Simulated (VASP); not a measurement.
# Si (P-1) in VASP: further runs

The runs below take Si through optical spectrum, density of states, electric field gradients, core levels, phonons, phonon dispersion, with LDA.

Program: VASP 6.6.1. These are calculated values, not measurements. Logs are shortened: lines on timing, memory, paths and dates and some standing lists are left out, and cuts for length are marked.

## 1. The cell of the first run

The typed cell holds 2 atoms: a = 4.390 Å, b = 4.317 Å, c = 3.989 Å, α = 54.32°, β = 61.08°, γ = 48.94°.

## 2. Optical spectrum, LDA

File INCAR:

```
SYSTEM = Si
ALGO = Normal
CSHIFT = 0.1
EDIFF = 1E-7
ENCUT = 520
GGA = CA
ISIF = 2
ISMEAR = 0
LASPH = .TRUE.
LCHARG = .FALSE.
LOPTICS = .TRUE.
LREAL = .FALSE.
LWAVE = .FALSE.
NBANDS = 52
NEDOS = 2000
NELM = 100
PREC = Accurate
SIGMA = 0.02
```

File KPOINTS:

```
k-points
0
G
  8 9 8
  0 0 0
```

File POSCAR:

```
Si
1.0
    0.1463142700      2.7349844700      3.4304596800
    2.8398850800      0.3440988000      3.2326751500
    2.9636132600      2.6609281200      0.2203706200
Si
2
Direct
    0.4722123000      0.5743990500      0.4764958900
    0.7777877000      0.6756009500      0.7735041100
```

Potentials or basis: VASP PAW LDA potentials, release 64 (Si).

Launch:

```
$ cat potpaw_LDA.64/Si/POTCAR > POTCAR
$ mpirun -np 1 vasp_std > vasp.out
```

OUTCAR:

```text
SYSTEM = Si
   EDIFF = 1E-7
   ENCUT = 520
   GGA = CA
   ISIF = 2
   ISMEAR = 0
   LASPH = .TRUE.
   LREAL = .FALSE.
   NELM = 100
   PREC = Accurate

 ion  position               nearest neighbor table
   1  0.472  0.574  0.476-   2 2.36   2 2.50   2 2.51   2 2.76
   2  0.778  0.676  0.774-   1 2.36   1 2.50   1 2.51   1 2.76

  LATTYP: Found a triclinic cell.
 ALAT       =     4.3166584156
 B/A-ratio  =     2.1127412787
 C/A-ratio  =     1.7812545367
 COS(alpha) =     0.0092168934
 COS(beta)  =     0.4473501904
 COS(gamma) =     0.8856269339

  Lattice vectors:

 A1 = (   2.8398850800,   0.3440988000,   3.2326751500)
 A2 = (   8.4970691500,   0.6141412500,   3.2552612400)
 A3 = (  -2.6709847200,   2.8090408200,   6.6405487400)

Analysis of symmetry for initial positions (statically):
=====================================================================
 Subroutine PRICEL returns:
 Original cell was already a primitive cell.

 Routine SETGRP: Setting up the symmetry group for a
 triclinic supercell.

 Subroutine GETGRP returns: Found  2 space group operations
 (whereof  1 operations were pure point group operations)
 out of a pool of  2 trial point group operations.

The static configuration has the point symmetry C_1 .
 The point group associated with its full space group is S_2 .

Analysis of symmetry for dynamics (positions and initial velocities):
=====================================================================
 Subroutine PRICEL returns:
 Original cell was already a primitive cell.

 Routine SETGRP: Setting up the symmetry group for a
 triclinic supercell.

 Subroutine GETGRP returns: Found  2 space group operations
 (whereof  1 operations were pure point group operations)
 out of a pool of  2 trial point group operations.

The dynamic configuration has the point symmetry C_1 .
 The point group associated with its full space group is S_2 .

 Subroutine INISYM returns: Found  2 space group operations
 (whereof  1 operations are pure point group operations),
 and found     1 'primitive' translations

----------------------------------------------------------------------------------------

                                     Primitive cell

  volume of cell :      45.6679

  direct lattice vectors                    reciprocal lattice vectors
     0.146314270  2.734984470  3.430459680    -0.186697655  0.196080283  0.143141167
     2.839885080  0.344098800  3.232675150     0.186684724 -0.221913332  0.168961286
     2.963613260  2.660928120  0.220370620     0.167752445  0.202968122 -0.168974217

  length of vectors
     4.389715427  4.316658416  3.988998023     0.306256241  0.335625728  0.312872542

  position of ions in fractional coordinates (direct lattice)
     0.472212300  0.574399050  0.476495890
     0.777787700  0.675600950  0.773504110

  ion indices of the primitive-cell ions
   primitive index   ion index
                 1           1
                 2           2

----------------------------------------------------------------------------------------

 KPOINTS: k-points

Automatic generation of k-mesh.
 Grid dimensions read from file:
 generate k-points for:    8    9    8

 Generating k-lattice:

  Cartesian coordinates                     Fractional coordinates (reciprocal lattice)
    -0.023337207  0.024510035  0.017892646     0.125000000  0.000000000  0.000000000
     0.020742747 -0.024657037  0.018773476    -0.000000000  0.111111111 -0.000000000
     0.020969056  0.025371015 -0.021121777     0.000000000  0.000000000  0.125000000

  Length of vectors
     0.038282030  0.037291748  0.039109068

  Shift w.r.t. Gamma in fractional coordinates (k-lattice)
     0.000000000  0.000000000  0.000000000

 Subroutine IBZKPT returns following result:
 ===========================================

 Found    290 irreducible k-points:

 Following reciprocal coordinates:
            Coordinates               Weight
  0.000000  0.000000  0.000000      1.000000
  0.125000  0.000000 -0.000000      2.000000
  0.250000  0.000000 -0.000000      2.000000
  0.375000  0.000000 -0.000000      2.000000
  0.500000  0.000000 -0.000000      1.000000
  0.000000  0.111111  0.000000      2.000000
[... 16 lines left out ...]
  0.125000  0.333333  0.000000      2.000000
  0.250000  0.333333  0.000000      2.000000
 [... further k-points ...]
   k-points           NKPTS =    290   k-points in BZ     NKDIM =    290   number of bands    NBANDS=     52
   number of dos      NEDOS =   2000   number of ions     NIONS =      2
   total plane-waves  NPLWV =  34560
   dimension x,y,z NGX =    36 NGY =   32 NGZ =   30
   dimension x,y,z NGXF=    72 NGYF=   64 NGZF=   60
   ions per type =               2
   NGX,Y,Z   is equivalent  to a cutoff of  13.63, 12.32, 12.50 a.u.
   NGXF,Y,Z  is equivalent  to a cutoff of  27.27, 24.65, 25.01 a.u.
 SYSTEM =  Si
   PREC   = accura    normal or accurate (medium, high low for compatibility)
   ISTART =      0    job   : 0-new  1-cont  2-samecut
   ICHARG =      2    charge: 1-file 2-atom 10-const
   ISPIN  =      1    spin polarized calculation?
   LNONCOLLINEAR =      F non collinear calculations
   LSORBIT =      F    spin-orbit coupling
   LASPH  =      T    aspherical Exc in radial PAW
   ENCUT  =  520.0 eV  38.22 Ry    6.18 a.u.   8.16  8.03  7.42*2*pi/ulx,y,z
   NELM   =    100;   NELMIN=  2; NELMDL= -5     # of ELM steps
   EDIFF  = 0.1E-06   stopping-criterion for ELM
   LREAL  =      F    real-space projection
   EDIFFG = 0.1E-05   stopping-criterion for IOM
   NSW    =      0    number of steps for IOM
   IBRION =     -1    ionic relax: 0-MD 1-quasi-New 2-CG
   NFREE  =      0    steps in history (QN), initial steepest desc. (CG)
   ISIF   =      2    stress and relaxation
   ISYM   =      2    0-nonsym 1-usesym 2-fastsym
   POTIM  = 0.5000    time-step for ionic-motion
   TEBEG  =    0.0;   TEEND  =   0.0 temperature during run
   PSTRESS=    0.0 pullay stress
   NELECT =       8.0000    total number of electrons
   NUPDOWN=      -1.0000    fix difference up-down
   EMIN   =  10.00;   EMAX   =-10.00  energy-range for DOS
   EFERMI =   0.00;   METHOD = LEGACY
   ISMEAR =     0;   SIGMA  =   0.02  broadening in eV -4-tet -1-fermi 0-gaus
   EFERMI_NEDOS =   21; number of points for ismear=-14 and -15
   IALGO  =     38    algorithm
   IMIX   =      4    mixing-type and parameters
     AMIX     =   0.40;   BMIX     =  1.00
     AMIX_MAG =   1.60;   BMIX_MAG =  1.00
  volume/ion in A,a.u.               =      22.83       154.09
  Fermi-wavevector in a.u.,A,eV,Ry     =   0.916012  1.731012 11.416351  0.839078
  Thomas-Fermi vector in A             =   2.040819
   LORBIT       =      0    0 simple, 1 ext, 2 COOP (PROOUT), +10 PAW based schemes
   GGA     = CA    functional components
   LHFCALC =     F    Hartree Fock is set to
   AEXX    =    0.0000 exact exchange contribution
   IVDW    =     0    specifies the selected vdW correction
   LEPSILON=     F    determine dielectric tensor
   LRPA    =     F    only Hartree local field effects (RPA)
 non-spin polarized calculation
 Gauss-broadening in eV      SIGMA  =   0.02
  energy-cutoff  :      520.00
  volume of cell :       45.67
 maximum number of plane-waves:      1247
 NGX is ok and might be reduce to    36
   NGX = 17   NGY = 17   NGZ = 15

 number of electron       8.0000000 magnetization

 Free energy of the ion-electron system (eV)
  ---------------------------------------------------
  ext. energy  EPLUGINS =         0.00000000
  ---------------------------------------------------
  free energy    TOTEN  =       -10.78751547 eV

  energy without entropy =      -10.78726469  energy(sigma->0) =      -10.78739008

 E-fermi :   4.8359     XC(G=0):  -9.2197

 val. band max:        4.8293668514   @ k =   0.0000  -0.1111   0.1250
 cond. band min:       4.8394246821   @ k =   0.5000   0.1111   0.3750
 fundamental gap:      0.0100578307
 Fermi energy:         4.8359310718

 k-point     1 :       0.0000    0.0000    0.0000
  band No.  band energies     occupation
      1      -6.5338      2.00000
      2       3.4465      2.00000
      3       3.8465      2.00000
      4       4.6950      2.00000
      5       6.8115      0.00000
      6       6.8744      0.00000
[... 8 lines left out ...]
     15      20.1548      0.00000
     16      22.2340      0.00000
[... 420 lines left out ...]
  band No.  band energies     occupation
      1      -5.3603      2.00000
      2      -0.4124      2.00000
      3       2.6439      2.00000
      4       4.1243      2.00000
      5       5.8999      0.00000
      6       7.7600      0.00000
[... 8 lines left out ...]
     15      18.7716      0.00000
     16      20.4087      0.00000

 [... further k-points ...]

 [bands above 16 left out]

------------------------ aborting loop because EDIFF is reached ----------------------------------------

  FORCE on cell =-STRESS in cart. coord.  units (eV):
  Direction    XX          YY          ZZ          XY          YZ          ZX
  --------------------------------------------------------------------------------------
  -------------------------------------------------------------------------------------
  Total       -2.7408078     -1.9841382     -4.5325537     -0.1855899     -1.1647043     -1.1307125
  in kB      -96.1564179    -69.6099948   -159.0166683     -6.5110952    -40.8616009    -39.6690580
  external PRESSURE =    -108.2610270 kB  Pullay stress =       0.0000000 kB

 VOLUME and BASIS-vectors are now :
 -----------------------------------------------------------------------------
  energy-cutoff  :      520.00
  volume of cell :       45.67
      direct lattice vectors                 reciprocal lattice vectors
     0.146314270  2.734984470  3.430459680    -0.186697655  0.196080283  0.143141167
     2.839885080  0.344098800  3.232675150     0.186684724 -0.221913332  0.168961286
     2.963613260  2.660928120  0.220370620     0.167752445  0.202968122 -0.168974217

 POSITION                                       TOTAL-FORCE (eV/Angst)
 -----------------------------------------------------------------------------------
      3.11247      2.75706      3.58176        -0.426373      0.722890     -0.719401
      4.32480      4.41795      5.02263         0.426373     -0.722890      0.719401
 -----------------------------------------------------------------------------------
    total drift:                               -0.000000      0.000000     -0.000000

  FREE ENERGIE OF THE ION-ELECTRON SYSTEM (eV)
  ---------------------------------------------------
  free  energy   TOTEN  =       -10.7875154736 eV

  energy  without entropy=      -10.7872646946  energy(sigma->0) =      -10.78739008

 electrical conductivity sigma (Mega S m-1) (frequency dependency in vasprun.xml)
  --------------------------------------------------------------------------------------
       0.115      -0.058      -0.111
      -0.058       0.070       0.031
      -0.111       0.031       0.227

  frequency dependent IMAGINARY DIELECTRIC FUNCTION (independent particle, no local field effects) density-density
     E(ev)      X         Y         Z        XY        YZ        ZX
  --------------------------------------------------------------------------------------------------------------
     0.00000     0.00000     0.00000     0.00000     0.00000     0.00000     0.00000
     0.76740     8.71082    10.68655    23.66790    -3.82291   -11.89224     3.04875
     1.53481     7.07990     8.37129    15.93490    -1.82230    -2.07830     2.03550
     2.30221    13.07271    14.26678    23.50891     2.93288     2.12719    -0.78762
     3.06961    23.88537    27.57980    23.86825     9.04980     6.31210     2.81017
     3.83701    12.04263    11.72996    12.81656     2.35886     1.22256     0.91585
[... 92 lines left out ...]
    75.20549     0.00009     0.00010     0.00009     0.00001    -0.00000     0.00001
    75.97289     0.00009     0.00009     0.00009     0.00001    -0.00000     0.00001

  frequency dependent      REAL DIELECTRIC FUNCTION (independent particle, no local field effects) density-density
     E(ev)        X           Y           Z          XY          YZ          ZX
  --------------------------------------------------------------------------------------------------------------
     0.00000    22.16981    24.30851    41.69756    -2.45510   -11.13095     6.38120
     0.76740    23.39245    16.09478    14.19709     0.21509     6.56340     3.29503
     1.53481    11.65528    11.01984    10.99138     6.92787     5.89530    -4.41094
     2.30221    14.13300    14.46250    10.82876     4.12931     4.12683    -1.33765
     3.06961    11.08890     9.65352     0.67311     8.58002     0.80743     0.60713
     3.83701    -7.11774    -6.41285    -9.74109    -3.47891    -1.89298    -2.02679
[... 92 lines left out ...]
    75.20549     0.96630     0.96477     0.96601    -0.00309     0.00161    -0.00200
    75.97289     0.96701     0.96550     0.96672    -0.00303     0.00158    -0.00196

  frequency dependent IMAGINARY DIELECTRIC FUNCTION (independent particle, no local field effects) current-current
     E(ev)      X         Y         Z        XY        YZ        ZX
  --------------------------------------------------------------------------------------------------------------
     0.00000   109.96418   120.83872   210.53786   -12.55515   -57.20119    32.92538
     0.76740    14.41231    14.41412    26.63324    -3.70924    -9.93155     3.85168
     1.53481     8.43407     9.63488    17.15912    -0.90581    -1.29954     1.44642
     2.30221    14.19225    15.41194    24.32203     3.28853     2.48589    -0.90257
     3.06961    24.52898    28.12653    23.82011     9.61189     6.35675     2.84733
     3.83701    11.60888    11.33405    12.24640     2.17614     1.12288     0.80899
[... 92 lines left out ...]
    75.20549     0.00000     0.00000     0.00000     0.00000    -0.00000     0.00000
    75.97289     0.00000     0.00000     0.00000     0.00000    -0.00000     0.00000

  frequency dependent      REAL DIELECTRIC FUNCTION (independent particle, no local field effects) current-current
     E(ev)        X           Y           Z          XY          YZ          ZX
  --------------------------------------------------------------------------------------------------------------
     0.00000    21.53267    23.16617    38.85508    -2.01561    -9.65983     5.79158
     0.76740    21.09112    13.42575     8.43927     1.17261     9.40037     2.56562
     1.53481    10.78915     9.98535     9.03790     7.12923     6.10722    -4.62998
     2.30221    13.01567    13.23571     8.83769     3.85882     3.90953    -1.25462
     3.06961     9.53898     7.86046    -0.84638     7.96944     0.37607     0.42940
     3.83701    -7.72307    -7.00289   -10.37500    -3.59999    -1.96168    -2.06998
[... 92 lines left out ...]
    75.20549     0.96634     0.96480     0.96608    -0.00310     0.00159    -0.00199
    75.97289     0.96704     0.96554     0.96679    -0.00304     0.00156    -0.00195
```

Run time: 4.2 min. Hardware: 1 thread of Intel Xeon 6975P-C (Granite Rapids), shared host; peak memory 0.58 GiB.

Results:

- Free energy: -10.7875 eV
- Pressure: -10.8 GPa
- Largest force: 1.105 eV/Å
- Band gap on the k mesh: none (metal or under the smearing width)

Forces on the atoms (eV/Å):
```
Si  -0.426  0.723 -0.719
Si   0.426 -0.723  0.719
```

Dielectric function (mean over the directions given):
```csv
energy (eV),real part,imaginary part
0.31,32.73,3.62
0.77,17.89,14.36
1.30,10.92,19.53
1.76,16.79,14.03
2.30,13.14,16.95
2.76,8.17,18.80
3.30,-3.02,23.36
3.76,-8.78,13.62
4.30,-6.34,9.40
4.83,-5.62,6.56
5.30,-4.95,5.61
5.83,-4.54,3.59
6.29,-3.33,2.67
6.83,-2.80,2.36
7.29,-2.45,1.92
7.83,-2.24,1.53
8.36,-1.87,1.26
8.83,-1.57,1.00
9.36,-1.23,0.89
9.82,-1.14,0.79
10.36,-0.95,0.62
10.82,-0.78,0.51
11.36,-0.62,0.48
11.82,-0.50,0.39
12.36,-0.37,0.31
12.89,-0.24,0.27
13.35,-0.17,0.25
13.89,-0.08,0.21
14.35,-0.01,0.19
14.89,0.05,0.16
15.35,0.11,0.12
15.89,0.19,0.11
16.42,0.24,0.11
16.88,0.28,0.08
17.42,0.33,0.08
17.88,0.36,0.07
18.42,0.40,0.06
18.88,0.44,0.05
19.42,0.48,0.05
19.95,0.50,0.04
```

Caveat: spectra need much finer meshes, so this one isn't converged; independent-particle spectra lack excitons; the intraband (Drude) part of a metal's response may be missing; forces of over 1 eV/Å show positions far from the minimum, so gaps and moduli don't describe the material at rest.

(Part 1 of 4 ends here.)
